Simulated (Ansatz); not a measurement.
# HfS2: the cost of one run

Method: DFT LDA, scalar-relativistic, plane waves, PAW, in Ansatz 0.2.0.

3 further runs of the same task are left out: 3 set aside as unsound or not needed.

### Step 1. The structure to begin with

The structure is trigonal, space group P-3m1 (No. 164). Conventional cell: a = 3.556 Å, b = 3.556 Å, c = 5.681 Å, α = 90.00°, β = 90.00°, γ = 120.00°. Hf (site symmetry -3m) is surrounded by 6 S at 2.51 Å. Around S (site symmetry 3m) lie 3 Hf at 2.51 Å.

Coordinates:

```cif
data_structure
_symmetry_space_group_name_H-M 'P 1'
_symmetry_Int_Tables_number 1
_cell_length_a 3.5559
_cell_length_b 3.5559
_cell_length_c 5.6805
_cell_angle_alpha 90.000
_cell_angle_beta 90.000
_cell_angle_gamma 120.000
_cell_volume 62.21
loop_
_atom_site_label
_atom_site_type_symbol
_atom_site_fract_x
_atom_site_fract_y
_atom_site_fract_z
_atom_site_occupancy
Hf1 Hf 0.00000 0.00000 0.00000 1
S1 S 0.66667 0.33333 0.74543 1
S2 S 0.33333 0.66667 0.25457 1
```

It goes back to an entry of the Materials Project.

This cell was relaxed beforehand with the same method: volume 20.74 Å³/atom, gap on the mesh 0.58 eV.

### Step 2. The cell under 12 GPa

What is minimised here is the enthalpy; the energy can go up as the cell is squeezed.

Input file input.yaml:

```yaml
crystal:
  lattice:
    - [3.5559471974, 0.0, 0.0]
    - [-1.7779735987, 3.0795406075, 0.0]
    - [0.0, 0.0, 5.6805292162]
  atoms:
    - { symbol: Hf, position: [0.0, 0.0, 0.0] }
    - { symbol: S, position: [0.6666666667, 0.3333333333, 0.7454257779] }
    - { symbol: S, position: [0.3333333333, 0.6666666667, 0.2545742221] }
basis:
  ecutwfc: 420
kpoints:
  mp_grid: { grid: [12, 12, 6] }
hamiltonian:
  xc: lda
scf:
  occupations: { method: fixed }
output:
  forces: true
  stress: true
  eigenvalues: true
  write_density: true
  write_potential: true
  elf: true
  volumetric_format: npy
relax:
  adjacent_minimum: "off"
  f_tol: 0.001
  max_steps: 60
  cell: { stress_tol: 0.02, p_target: 12.0 }
```

The run is started by

```console
$ ansatz run input.yaml --threads 1 --pin off --max-ram 3072MiB --backend cpu --events-out ev --progress --plain --runs-dir out
```

What time and memory should one allow on 1 thread of Arm Neoverse N1, shared host?

About 1.7 min, with a peak of 0.41 GiB.
